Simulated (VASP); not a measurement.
# TaN (Fm-3m) in VASP: relaxation of cell and atoms with r2SCAN

Aim: the relaxation of cell and atoms of TaN with r2SCAN.

All numbers are computed with VASP 6.6.1; they aren't measurements. Logs are shortened: lines on timing, memory, paths and dates and some standing lists are left out, and cuts for length are marked.

### 1 The structure

Symmetry: Fm-3m, No. 225, cubic system. Conventional cell: a = 4.423 Å, b = 4.423 Å, c = 4.423 Å, α = 90.00°, β = 90.00°, γ = 90.00°. Ta (site symmetry m-3m) has 6 N at 2.21 Å as nearest neighbours. N (site symmetry m-3m) is surrounded by 6 Ta at 2.21 Å.

The cell comes from a database or a generator and needn't be the stable form of this composition.

### 2 Relaxation of cell and atoms, r2SCAN

The input, INCAR:

```
  PREC = Accurate
  ENCUT = 600
  EDIFF = 1E-7
  ISMEAR = 0
  SIGMA = 0.02
  LREAL = False
  LASPH = True
  NELM = 60
  ALGO = Normal
  ISIF = 3
  LWAVE = False
  LCHARG = False
  METAGGA = R2SCAN
  LMIXTAU = True
  IBRION = 2
  NSW = 80
  EDIFFG = -0.004
```

The input, KPOINTS:

```
regular mesh
0
Gamma
  10 10 10
```

The input, POSCAR:

```
TaN
1.0
    0.0000000000      2.2113230000      2.2113230000
    2.2113230000      0.0000000000      2.2113230000
    2.2113230000      2.2113230000      0.0000000000
Ta N
1 1
Direct
    0.5000000000      0.5000000000      0.5000000000
    0.0000000000      0.0000000000      0.0000000000
```

Potentials or basis: VASP PAW PBE potentials, release 64 (Ta_pv, N).

Run with:

```
cat potpaw_PBE.64/Ta_pv/POTCAR potpaw_PBE.64/N/POTCAR > POTCAR
mpirun -np 1 vasp_std > vasp.out
```

OUTCAR:

```text
PREC = Accurate
   ENCUT = 600
   EDIFF = 1E-7
   ISMEAR = 0
   LREAL = False
   LASPH = True
   NELM = 60
   ISIF = 3
   METAGGA = R2SCAN
   IBRION = 2
   NSW = 80
   EDIFFG = -0.004

 ion  position               nearest neighbor table
   1  0.500  0.500  0.500-   2 2.21   2 2.21   2 2.21   2 2.21   2 2.21   2 2.21
   2  0.000  0.000  0.000-   1 2.21   1 2.21   1 2.21   1 2.21   1 2.21   1 2.21

  LATTYP: Found a face centered cubic cell.
 ALAT       =     4.4226460000

  Lattice vectors:

 A1 = (   0.0000000000,   2.2113230000,   2.2113230000)
 A2 = (   2.2113230000,   0.0000000000,   2.2113230000)
 A3 = (   2.2113230000,   2.2113230000,   0.0000000000)

Analysis of symmetry for initial positions (statically):
=====================================================================
 Subroutine PRICEL returns:
 Original cell was already a primitive cell.

 Routine SETGRP: Setting up the symmetry group for a
 face centered cubic supercell.

 Subroutine GETGRP returns: Found 48 space group operations
 (whereof 48 operations were pure point group operations)
 out of a pool of 48 trial point group operations.

The static configuration has the point symmetry O_h .

Analysis of symmetry for dynamics (positions and initial velocities):
=====================================================================
 Subroutine PRICEL returns:
 Original cell was already a primitive cell.

 Routine SETGRP: Setting up the symmetry group for a
 face centered cubic supercell.

 Subroutine GETGRP returns: Found 48 space group operations
 (whereof 48 operations were pure point group operations)
 out of a pool of 48 trial point group operations.

The dynamic configuration has the point symmetry O_h .

 Subroutine INISYM returns: Found 48 space group operations
 (whereof 48 operations are pure point group operations),
 and found     1 'primitive' translations

----------------------------------------------------------------------------------------

                                     Primitive cell

  volume of cell :      21.6265

  direct lattice vectors                    reciprocal lattice vectors
     0.000000000  2.211323000  2.211323000    -0.226108985  0.226108985  0.226108985
     2.211323000  0.000000000  2.211323000     0.226108985 -0.226108985  0.226108985
     2.211323000  2.211323000  0.000000000     0.226108985  0.226108985 -0.226108985

  length of vectors
     3.127282977  3.127282977  3.127282977     0.391632251  0.391632251  0.391632251

  position of ions in fractional coordinates (direct lattice)
     0.500000000  0.500000000  0.500000000
     0.000000000  0.000000000  0.000000000

  ion indices of the primitive-cell ions
   primitive index   ion index
                 1           1
                 2           2

----------------------------------------------------------------------------------------

 KPOINTS: regular mesh

Automatic generation of k-mesh.
 Grid dimensions read from file:
 generate k-points for:   10   10   10

 Generating k-lattice:

  Cartesian coordinates                     Fractional coordinates (reciprocal lattice)
    -0.022610899  0.022610899  0.022610899     0.100000000  0.000000000  0.000000000
     0.022610899 -0.022610899  0.022610899     0.000000000  0.100000000  0.000000000
     0.022610899  0.022610899 -0.022610899     0.000000000  0.000000000  0.100000000

  Length of vectors
     0.039163225  0.039163225  0.039163225

  Shift w.r.t. Gamma in fractional coordinates (k-lattice)
     0.000000000  0.000000000  0.000000000

 Subroutine IBZKPT returns following result:
 ===========================================

 Found     47 irreducible k-points:

 Following reciprocal coordinates:
            Coordinates               Weight
  0.000000  0.000000  0.000000      1.000000
  0.100000  0.000000  0.000000      8.000000
  0.200000  0.000000  0.000000      8.000000
  0.300000  0.000000  0.000000      8.000000
  0.400000  0.000000  0.000000      8.000000
  0.500000  0.000000  0.000000      4.000000
[... 16 lines left out ...]
  0.300000  0.300000  0.000000      6.000000
  0.400000  0.300000  0.000000     24.000000
 [... further k-points ...]
   k-points           NKPTS =     47   k-points in BZ     NKDIM =     47   number of bands    NBANDS=     12
   number of dos      NEDOS =    301   number of ions     NIONS =      2
   total plane-waves  NPLWV =  21952
   dimension x,y,z NGX =    28 NGY =   28 NGZ =   28
   dimension x,y,z NGXF=    56 NGYF=   56 NGZF=   56
   ions per type =               1   1
   NGX,Y,Z   is equivalent  to a cutoff of  14.88, 14.88, 14.88 a.u.
   NGXF,Y,Z  is equivalent  to a cutoff of  29.77, 29.77, 29.77 a.u.
 SYSTEM =  unknown system
   PREC   = accura    normal or accurate (medium, high low for compatibility)
   ISTART =      0    job   : 0-new  1-cont  2-samecut
   ICHARG =      2    charge: 1-file 2-atom 10-const
   ISPIN  =      1    spin polarized calculation?
   LNONCOLLINEAR =      F non collinear calculations
   LSORBIT =      F    spin-orbit coupling
   LASPH  =      T    aspherical Exc in radial PAW
   ENCUT  =  600.0 eV  44.10 Ry    6.64 a.u.   6.25  6.25  6.25*2*pi/ulx,y,z
   NELM   =     60;   NELMIN=  2; NELMDL= -5     # of ELM steps
   EDIFF  = 0.1E-06   stopping-criterion for ELM
   LREAL  =      F    real-space projection
   EDIFFG = -.4E-02   stopping-criterion for IOM
   NSW    =     80    number of steps for IOM
   IBRION =      2    ionic relax: 0-MD 1-quasi-New 2-CG
   NFREE  =      1    steps in history (QN), initial steepest desc. (CG)
   ISIF   =      3    stress and relaxation
   ISYM   =      2    0-nonsym 1-usesym 2-fastsym
   POTIM  = 0.5000    time-step for ionic-motion
   TEBEG  =    0.0;   TEEND  =   0.0 temperature during run
   PSTRESS=    0.0 pullay stress
   NELECT =      16.0000    total number of electrons
   NUPDOWN=      -1.0000    fix difference up-down
   EMIN   =  10.00;   EMAX   =-10.00  energy-range for DOS
   EFERMI =   0.00;   METHOD = LEGACY
   ISMEAR =     0;   SIGMA  =   0.02  broadening in eV -4-tet -1-fermi 0-gaus
   EFERMI_NEDOS =   21; number of points for ismear=-14 and -15
   IALGO  =     38    algorithm
   IMIX   =      4    mixing-type and parameters
     AMIX     =   0.40;   BMIX     =  1.00
     AMIX_MAG =   1.60;   BMIX_MAG =  1.00
  volume/ion in A,a.u.               =      10.81        72.97
  Fermi-wavevector in a.u.,A,eV,Ry     =   1.480651  2.798024 29.828417  2.192327
  Thomas-Fermi vector in A             =   2.594659
   LORBIT       =      0    0 simple, 1 ext, 2 COOP (PROOUT), +10 PAW based schemes
   METAGGA = R2SCAN    functional components
   LHFCALC =     F    Hartree Fock is set to
   AEXX    =    0.0000 exact exchange contribution
   IVDW    =     0    specifies the selected vdW correction
   LEPSILON=     F    determine dielectric tensor
   LRPA    =     F    only Hartree local field effects (RPA)
 conjugate gradient relaxation of ions
 non-spin polarized calculation
 Gauss-broadening in eV      SIGMA  =   0.02
  energy-cutoff  :      600.00
  volume of cell :       21.63
 maximum number of plane-waves:       740
 NGX is ok and might be reduce to    28
   NGX = 13   NGY = 13   NGZ = 13

--------------------------------------- Ionic step        1  -------------------------------------------

 number of electron      15.9999999 magnetization

 Free energy of the ion-electron system (eV)
  ---------------------------------------------------
  ext. energy  EPLUGINS =         0.00000000
  ---------------------------------------------------
  free energy    TOTEN  =       -59.63494911 eV

  energy without entropy =      -59.63448313  energy(sigma->0) =      -59.63471612

------------------------ aborting loop because EDIFF is reached ----------------------------------------

  FORCE on cell =-STRESS in cart. coord.  units (eV):
  Direction    XX          YY          ZZ          XY          YZ          ZX
  --------------------------------------------------------------------------------------
  -------------------------------------------------------------------------------------
  Total       -0.5881578     -0.5881578     -0.5881578      0.0000000      0.0000000     -0.0000000
  in kB      -43.5730469    -43.5730469    -43.5730469      0.0000000      0.0000000     -0.0000000
  external PRESSURE =     -43.5730469 kB  Pullay stress =       0.0000000 kB

 VOLUME and BASIS-vectors are now :
 -----------------------------------------------------------------------------
  energy-cutoff  :      600.00
  volume of cell :       21.63
      direct lattice vectors                 reciprocal lattice vectors
     0.000000000  2.211323000  2.211323000    -0.226108985  0.226108985  0.226108985
     2.211323000  0.000000000  2.211323000     0.226108985 -0.226108985  0.226108985
     2.211323000  2.211323000  0.000000000     0.226108985  0.226108985 -0.226108985
[... 37 lines left out ...]
 POSITION                                       TOTAL-FORCE (eV/Angst)
 -----------------------------------------------------------------------------------
      2.17995      2.17995      2.17995         0.000000     -0.000000     -0.000000
      2.17995     -0.00000      2.17995        -0.000000      0.000000      0.000000
 -----------------------------------------------------------------------------------
    total drift:                                0.000000      0.000000      0.000000

  FREE ENERGIE OF THE ION-ELECTRON SYSTEM (eV)
  ---------------------------------------------------
  free  energy   TOTEN  =       -59.6171273213 eV

  energy  without entropy=      -59.6166613472  energy(sigma->0) =      -59.61689433

--------------------------------------- Ionic step        3  -------------------------------------------

 number of electron      15.9999999 magnetization

 Free energy of the ion-electron system (eV)
  ---------------------------------------------------
  ext. energy  EPLUGINS =         0.00000000
  ---------------------------------------------------
  free energy    TOTEN  =       -59.63874336 eV

  energy without entropy =      -59.63827739  energy(sigma->0) =      -59.63851038

 E-fermi :   9.6179     XC(G=0): -14.4319

 val. band max:        9.4845325720   @ k =  -0.2000   0.2000   0.0000
 cond. band min:       9.6256090691   @ k =  -0.3000   0.3000   0.1000
 fundamental gap:      0.1410764971
 Fermi energy:         9.6178517916

 k-point     1 :       0.0000    0.0000    0.0000
  band No.  band energies     occupation
      1     -27.6120      2.00000
      2     -27.6120      2.00000
      3     -27.6120      2.00000
      4     -10.4060      2.00000
      5       5.4447      2.00000
      6       5.4447      2.00000
      7       5.4447      2.00000
      8       7.4050      2.00000
      9       7.4050      2.00000
     10       7.4050      2.00000
     11       9.6867      0.00000
     12       9.6867      0.00000

 k-point     2 :       0.1000    0.0000    0.0000
  band No.  band energies     occupation
      1     -27.7009      2.00000
      2     -27.6199      2.00000
      3     -27.6199      2.00000
      4     -10.1655      2.00000
      5       4.3320      2.00000
      6       4.7001      2.00000
      7       4.7001      2.00000
      8       7.7688      2.00000
      9       7.7688      2.00000
     10       7.8364      2.00000
     11      10.6138      0.00000
     12      10.6138      0.00000
[... 316 lines left out ...]
 k-point    24 :       0.4000    0.3000    0.0000
  band No.  band energies     occupation
      1     -28.2226      2.00000
      2     -27.8541      2.00000
      3     -27.8282      2.00000
      4      -8.8686      2.00000
      5       1.2016      2.00000
      6       3.3753      2.00000
      7       4.0172      2.00000
      8       5.5441      2.00000
      9      11.8073      0.00000
     10      12.4998      0.00000
     11      12.5886      0.00000
     12      13.6659      0.00000

 [... further k-points ...]
[... 5 lines left out ...]
  --------------------------------------------------------------------------------------
  -------------------------------------------------------------------------------------
  Total       -0.0059282     -0.0059282     -0.0059282     -0.0000000      0.0000000      0.0000000
  in kB       -0.4447913     -0.4447913     -0.4447913     -0.0000000      0.0000000      0.0000000
  external PRESSURE =      -0.4447913 kB  Pullay stress =       0.0000000 kB

 VOLUME and BASIS-vectors are now :
 -----------------------------------------------------------------------------
  energy-cutoff  :      600.00
  volume of cell :       21.35
      direct lattice vectors                 reciprocal lattice vectors
     0.000000000  2.201995445  2.201995445    -0.227066773  0.227066773  0.227066773
     2.201995445 -0.000000000  2.201995445     0.227066773 -0.227066773  0.227066773
     2.201995445  2.201995445 -0.000000000     0.227066773  0.227066773 -0.227066773

 POSITION                                       TOTAL-FORCE (eV/Angst)
 -----------------------------------------------------------------------------------
      2.20200      2.20200      2.20200         0.000000     -0.000000      0.000000
      0.00000      0.00000      0.00000        -0.000000      0.000000     -0.000000
 -----------------------------------------------------------------------------------
    total drift:                                0.000000      0.000000      0.000000

  FREE ENERGIE OF THE ION-ELECTRON SYSTEM (eV)
  ---------------------------------------------------
  free  energy   TOTEN  =       -59.6387433627 eV

  energy  without entropy=      -59.6382773884  energy(sigma->0) =      -59.63851038

 reached required accuracy - stopping structural energy minimisation
```

Run time: 2.5 min. Hardware: 1 thread of Intel Xeon Platinum 8488C (Sapphire Rapids), shared host; peak memory 0.18 GiB.

Results:

* Free energy: -59.6387 eV
* Relaxed volume: 10.68 Å³/atom
* Relaxed cell: a = 3.114 Å, b = 3.114 Å, c = 3.114 Å, α = 60.00°, β = 60.00°, γ = 60.00°
* Space group after relaxing (to 0.05 Å): Fm-3m (No. 225)
* Energy gained by relaxing: 1.9 meV/atom
* Ionic steps: 3
* Pressure after relaxing: 0.0 GPa
* Band gap on the k mesh: none (metal or under the smearing width)

Step by step:
| step | energy change (eV) | largest force (eV/Å) | pressure (GPa) | volume (Å³) |
| --- | --- | --- | --- | --- |
| 1 | 0.0000 | 0.0000 | -4.36 | 21.63 |
| 2 | 0.0178 | 0.0000 | 11.27 | 20.72 |
| 3 | -0.0038 | 0.0000 | -0.04 | 21.35 |

Final structure:
```
CELL_PARAMETERS angstrom
0.00000 2.20200 2.20200
2.20200 0.00000 2.20200
2.20200 2.20200 0.00000
ATOMIC_POSITIONS crystal
Ta 0.50000 0.50000 0.50000
N 0.00000 0.00000 0.00000
```

Caveat: the PAW data sets were made with another functional, which shifts forces and pressure a little.
